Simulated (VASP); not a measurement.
# Si (Fd-3m) in VASP: further runs

One crystal, Si, is run at these levels: PBE; tasks: relaxation of cell and atoms.

All numbers are computed with VASP 6.6.1; they aren't measurements. Logs are shortened: lines on timing, memory, paths and dates and some standing lists are left out, and cuts for length are marked.

### Step 1. Starting point

Symmetry: Fd-3m, No. 227, cubic system. The conventional cell has a = 5.427 Å, b = 5.427 Å, c = 5.427 Å, α = 90.00°, β = 90.00°, γ = 90.00°. Around Si (site symmetry -43m) lie 4 Si at 2.35 Å.

### Step 2. Relaxation of cell and atoms, PBE

INCAR

```
SYSTEM = Si
ALGO = Normal
EDIFF = 1E-6
EDIFFG = -0.01
ENCUT = 520
GGA = PE
IBRION = 2
ISIF = 3
ISMEAR = 0
LASPH = .TRUE.
LCHARG = .FALSE.
LREAL = .FALSE.
LWAVE = .FALSE.
NELM = 120
NSW = 90
PREC = Accurate
SIGMA = 0.1
```

KPOINTS

```
k-points
0
G
  14 14 14
  0 0 0
```

POSCAR

```
Si
1.0
    0.0000000000      2.7135600000      2.7135600000
    2.7135600000      0.0000000000      2.7135600000
    2.7135600000      2.7135600000      0.0000000000
Si
2
Direct
    0.2500000000      0.2500000000      0.2500000000
    0.0000000000      0.0000000000      0.0000000000
```

Potentials or basis: VASP PAW PBE potentials, release 64 (Si).

Command:

```
> cat potpaw_PBE.64/Si/POTCAR > POTCAR
> mpirun -np 1 vasp_std > vasp.out
```

OUTCAR:

```text
SYSTEM = Si
   EDIFF = 1E-6
   EDIFFG = -0.01
   ENCUT = 520
   GGA = PE
   IBRION = 2
   ISIF = 3
   ISMEAR = 0
   LASPH = .TRUE.
   LREAL = .FALSE.
   NELM = 120
   NSW = 90
   PREC = Accurate

 ion  position               nearest neighbor table
   1  0.250  0.250  0.250-   2 2.35   2 2.35   2 2.35   2 2.35
   2  0.000  0.000  0.000-   1 2.35   1 2.35   1 2.35   1 2.35

  LATTYP: Found a face centered cubic cell.
 ALAT       =     5.4271200000

  Lattice vectors:

 A1 = (   0.0000000000,   2.7135600000,   2.7135600000)
 A2 = (   2.7135600000,   0.0000000000,   2.7135600000)
 A3 = (   2.7135600000,   2.7135600000,   0.0000000000)

Analysis of symmetry for initial positions (statically):
=====================================================================
 Subroutine PRICEL returns:
 Original cell was already a primitive cell.

 Routine SETGRP: Setting up the symmetry group for a
 face centered cubic supercell.

 Subroutine GETGRP returns: Found 48 space group operations
 (whereof 24 operations were pure point group operations)
 out of a pool of 48 trial point group operations.

The static configuration has the point symmetry T_d .
 The point group associated with its full space group is O_h .

Analysis of symmetry for dynamics (positions and initial velocities):
=====================================================================
 Subroutine PRICEL returns:
 Original cell was already a primitive cell.

 Routine SETGRP: Setting up the symmetry group for a
 face centered cubic supercell.

 Subroutine GETGRP returns: Found 48 space group operations
 (whereof 24 operations were pure point group operations)
 out of a pool of 48 trial point group operations.

The dynamic configuration has the point symmetry T_d .
 The point group associated with its full space group is O_h .

 Subroutine INISYM returns: Found 48 space group operations
 (whereof 24 operations are pure point group operations),
 and found     1 'primitive' translations

----------------------------------------------------------------------------------------

                                     Primitive cell

  volume of cell :      39.9621

  direct lattice vectors                    reciprocal lattice vectors
     0.000000000  2.713560000  2.713560000    -0.184259792  0.184259792  0.184259792
     2.713560000  0.000000000  2.713560000     0.184259792 -0.184259792  0.184259792
     2.713560000  2.713560000  0.000000000     0.184259792  0.184259792 -0.184259792

  length of vectors
     3.837553354  3.837553354  3.837553354     0.319147321  0.319147321  0.319147321

  position of ions in fractional coordinates (direct lattice)
     0.250000000  0.250000000  0.250000000
     0.000000000  0.000000000  0.000000000

  ion indices of the primitive-cell ions
   primitive index   ion index
                 1           1
                 2           2

----------------------------------------------------------------------------------------

 KPOINTS: k-points

Automatic generation of k-mesh.
 Grid dimensions read from file:
 generate k-points for:   14   14   14

 Generating k-lattice:

  Cartesian coordinates                     Fractional coordinates (reciprocal lattice)
    -0.013161414  0.013161414  0.013161414     0.071428571  0.000000000  0.000000000
     0.013161414 -0.013161414  0.013161414     0.000000000  0.071428571  0.000000000
     0.013161414  0.013161414 -0.013161414     0.000000000  0.000000000  0.071428571

  Length of vectors
     0.022796237  0.022796237  0.022796237

  Shift w.r.t. Gamma in fractional coordinates (k-lattice)
     0.000000000  0.000000000  0.000000000

 Subroutine IBZKPT returns following result:
 ===========================================

 Found    104 irreducible k-points:

 Following reciprocal coordinates:
            Coordinates               Weight
  0.000000  0.000000  0.000000      1.000000
  0.071429  0.000000  0.000000      8.000000
  0.142857  0.000000  0.000000      8.000000
  0.214286  0.000000  0.000000      8.000000
  0.285714  0.000000  0.000000      8.000000
  0.357143  0.000000  0.000000      8.000000
[... 16 lines left out ...]
  0.214286  0.142857  0.000000     24.000000
  0.285714  0.142857  0.000000     24.000000
 [... further k-points ...]
   k-points           NKPTS =    104   k-points in BZ     NKDIM =    104   number of bands    NBANDS=      8
   number of dos      NEDOS =    301   number of ions     NIONS =      2
   total plane-waves  NPLWV =  27000
   dimension x,y,z NGX =    30 NGY =   30 NGZ =   30
   dimension x,y,z NGXF=    60 NGYF=   60 NGZF=   60
   ions per type =               2
   NGX,Y,Z   is equivalent  to a cutoff of  13.00, 13.00, 13.00 a.u.
   NGXF,Y,Z  is equivalent  to a cutoff of  25.99, 25.99, 25.99 a.u.
 SYSTEM =  Si
   PREC   = accura    normal or accurate (medium, high low for compatibility)
   ISTART =      0    job   : 0-new  1-cont  2-samecut
   ICHARG =      2    charge: 1-file 2-atom 10-const
   ISPIN  =      1    spin polarized calculation?
   LNONCOLLINEAR =      F non collinear calculations
   LSORBIT =      F    spin-orbit coupling
   LASPH  =      T    aspherical Exc in radial PAW
   ENCUT  =  520.0 eV  38.22 Ry    6.18 a.u.   7.14  7.14  7.14*2*pi/ulx,y,z
   NELM   =    120;   NELMIN=  2; NELMDL= -5     # of ELM steps
   EDIFF  = 0.1E-05   stopping-criterion for ELM
   LREAL  =      F    real-space projection
   EDIFFG = -.1E-01   stopping-criterion for IOM
   NSW    =     90    number of steps for IOM
   IBRION =      2    ionic relax: 0-MD 1-quasi-New 2-CG
   NFREE  =      1    steps in history (QN), initial steepest desc. (CG)
   ISIF   =      3    stress and relaxation
   ISYM   =      2    0-nonsym 1-usesym 2-fastsym
   POTIM  = 0.5000    time-step for ionic-motion
   TEBEG  =    0.0;   TEEND  =   0.0 temperature during run
   PSTRESS=    0.0 pullay stress
   NELECT =       8.0000    total number of electrons
   NUPDOWN=      -1.0000    fix difference up-down
   EMIN   =  10.00;   EMAX   =-10.00  energy-range for DOS
   EFERMI =   0.00;   METHOD = LEGACY
   ISMEAR =     0;   SIGMA  =   0.10  broadening in eV -4-tet -1-fermi 0-gaus
   EFERMI_NEDOS =   21; number of points for ismear=-14 and -15
   IALGO  =     38    algorithm
   IMIX   =      4    mixing-type and parameters
     AMIX     =   0.40;   BMIX     =  1.00
     AMIX_MAG =   1.60;   BMIX_MAG =  1.00
  volume/ion in A,a.u.               =      19.98       134.84
  Fermi-wavevector in a.u.,A,eV,Ry     =   0.957684  1.809760 12.478691  0.917158
  Thomas-Fermi vector in A             =   2.086724
   LORBIT       =      0    0 simple, 1 ext, 2 COOP (PROOUT), +10 PAW based schemes
   GGA     = PE    functional components
   LHFCALC =     F    Hartree Fock is set to
   AEXX    =    0.0000 exact exchange contribution
   IVDW    =     0    specifies the selected vdW correction
   LEPSILON=     F    determine dielectric tensor
   LRPA    =     F    only Hartree local field effects (RPA)
 conjugate gradient relaxation of ions
 non-spin polarized calculation
 Gauss-broadening in eV      SIGMA  =   0.10
  energy-cutoff  :      520.00
  volume of cell :       39.96
 maximum number of plane-waves:      1090
 NGX is ok and might be reduce to    30
   NGX = 15   NGY = 15   NGZ = 15

--------------------------------------- Ionic step        1  -------------------------------------------

 number of electron       8.0000000 magnetization

 Free energy of the ion-electron system (eV)
  ---------------------------------------------------
  ext. energy  EPLUGINS =         0.00000000
  ---------------------------------------------------
  free energy    TOTEN  =       -10.84382649 eV

  energy without entropy =      -10.84382643  energy(sigma->0) =      -10.84382646

------------------------ aborting loop because EDIFF is reached ----------------------------------------

  FORCE on cell =-STRESS in cart. coord.  units (eV):
  Direction    XX          YY          ZZ          XY          YZ          ZX
  --------------------------------------------------------------------------------------
  -------------------------------------------------------------------------------------
  Total        0.5333543      0.5333543      0.5333543     -0.0000000      0.0000000     -0.0000000
  in kB       21.3834658     21.3834658     21.3834658     -0.0000000      0.0000000     -0.0000000
  external PRESSURE =      21.3834658 kB  Pullay stress =       0.0000000 kB
[... 57 lines left out ...]
  energy  without entropy=      -10.8471061602  energy(sigma->0) =      -10.84710616

--------------------------------------- Ionic step        3  -------------------------------------------

 number of electron       8.0000001 magnetization

 Free energy of the ion-electron system (eV)
  ---------------------------------------------------
  ext. energy  EPLUGINS =         0.00000000
  ---------------------------------------------------
  free energy    TOTEN  =       -10.84982283 eV

  energy without entropy =      -10.84982281  energy(sigma->0) =      -10.84982282

 E-fermi :   5.9179     XC(G=0):  -9.3278

 val. band max:        5.6173162996   @ k =   0.0000   0.0000   0.0000
 cond. band min:       6.2291071033   @ k =   0.4286   0.4286   0.0000
 fundamental gap:      0.6117908038
 Fermi energy:         5.9178725062

 k-point     1 :       0.0000    0.0000    0.0000
  band No.  band energies     occupation
      1      -6.1983      2.00000
      2       5.6173      1.99998
      3       5.6173      1.99998
      4       5.6173      1.99998
      5       8.1744      0.00000
      6       8.1744      0.00000
      7       8.1744      0.00000
      8       8.7529      0.00000
[... 243 lines left out ...]
 k-point    24 :       0.2857    0.1429    0.0000
  band No.  band energies     occupation
      1      -5.2523      2.00000
      2       1.8845      2.00000
      3       4.0857      2.00000
      4       4.1343      2.00000
      5       7.6933      0.00000
      6       9.4452      0.00000
      7      10.1792      0.00000
      8      10.3302      0.00000

 [... further k-points ...]

------------------------ aborting loop because EDIFF is reached ----------------------------------------

  FORCE on cell =-STRESS in cart. coord.  units (eV):
  Direction    XX          YY          ZZ          XY          YZ          ZX
  --------------------------------------------------------------------------------------
  -------------------------------------------------------------------------------------
  Total        0.0013573      0.0013573      0.0013573     -0.0000000      0.0000000      0.0000000
  in kB        0.0531939      0.0531939      0.0531939     -0.0000000      0.0000000      0.0000000
  external PRESSURE =       0.0531939 kB  Pullay stress =       0.0000000 kB
[... 17 lines left out ...]
  FREE ENERGIE OF THE ION-ELECTRON SYSTEM (eV)
  ---------------------------------------------------
  free  energy   TOTEN  =       -10.8498228285 eV

  energy  without entropy=      -10.8498228134  energy(sigma->0) =      -10.84982282

 reached required accuracy - stopping structural energy minimisation
```

Run time: 25 s. Hardware: 1 thread of Intel Xeon 6975P-C (Granite Rapids), shared host; peak memory 0.17 GiB.

What came out:

| Item | Value |
| --- | --- |
| Free energy | -10.8498 eV |
| Relaxed volume | 20.44 Å³/atom |
| Relaxed cell | a = 3.867 Å, b = 3.867 Å, c = 3.867 Å, α = 60.00°, β = 60.00°, γ = 60.00° |
| Space group after relaxing (to 0.05 Å) | Fd-3m (No. 227) |
| Energy gained by relaxing | 3.0 meV/atom |
| Ionic steps | 3 |
| Pressure after relaxing | 0.0 GPa |
| Band gap on the k mesh | 0.61 eV, indirect (least direct gap 2.56 eV) |

Step by step:
| step | energy change (eV) | largest force (eV/Å) | pressure (GPa) | volume (Å³) |
| --- | --- | --- | --- | --- |
| 1 | 0.0000 | 0.0000 | 2.14 | 39.96 |
| 2 | -0.0033 | 0.0000 | -1.33 | 41.52 |
| 3 | -0.0060 | 0.0000 | 0.01 | 40.88 |

Final structure:
```xyz
2
Lattice="0.0000 2.7342 2.7342 2.7342 0.0000 2.7342 2.7342 2.7342 0.0000" Properties=species:S:1:pos:R:3 pbc="T T T"
Si    1.3671    1.3671    1.3671
Si    0.0000    0.0000    0.0000
```

A k mesh can miss the band edges. Zero-point motion and thermal expansion aren't in these numbers.

### Step 3. Relaxation of cell and atoms, PBE

This run uses another cell than the first one, of 20.44 Å³/atom, 1.023 times its volume.

INCAR

```
SYSTEM = Si
ALGO = Normal
EDIFF = 1E-7
EDIFFG = -0.005
ENCUT = 520
GGA = PE
IBRION = 2
ISIF = 3
ISMEAR = 0
LASPH = .TRUE.
LCHARG = .FALSE.
LREAL = .FALSE.
LWAVE = .FALSE.
NELM = 120
NSW = 60
POTIM = 0.3
PREC = Accurate
SIGMA = 0.1
```

KPOINTS is that of step 2.

POSCAR

```
Si                                      
1.0
   -0.0000000000      2.7342292766      2.7342292766
    2.7342292766      0.0000000000      2.7342292766
    2.7342292766      2.7342292766     -0.0000000000
  Si            
     2
Direct
     0.2500000000000000    0.2500000000000000    0.2500000000000000
     0.0000000000000000    0.0000000000000000    0.0000000000000000
```

Potentials or basis: VASP PAW PBE potentials, release 64 (Si).

Command:

```
> cat potpaw_PBE.64/Si/POTCAR > POTCAR
> mpirun -np 1 vasp_std > vasp.out
```

Wall time 15 s (1 thread of Intel Xeon 6975P-C (Granite Rapids), shared host); peak memory 0.17 GiB.

The run converged. Its results:

```yaml
Free_energy: -10.8499 eV
Pressure_after_relaxing: 0.0 GPa
Band_gap_on_the_k_mesh: 0.61 eV, indirect (least direct gap 2.56 eV)
```

Final structure:
```
CELL_PARAMETERS angstrom
0.00000 2.73423 2.73423
2.73423 0.00000 2.73423
2.73423 2.73423 0.00000
ATOMIC_POSITIONS crystal
Si 0.25000 0.25000 0.25000
Si 0.00000 0.00000 0.00000
```

Levels at points of the mesh, in eV from the valence-band top:
```
           k point  band 1  band 2  band 3  band 4  band 5  band 6  band 7  band 8
(0.00, 0.00, 0.00)  -11.82    0.00    0.00    0.00    2.56    2.56    2.56    3.14
(0.50, 0.00, 0.00)   -9.54   -6.87   -1.18   -1.18    1.47    3.35    3.35    7.70
(0.50, 0.50, 0.00)   -7.75   -7.75   -2.79   -2.79    0.75    0.75    9.94    9.94
```

Caveat: the relaxation stopped at its first step, so nothing moved. A k mesh can miss the band edges.
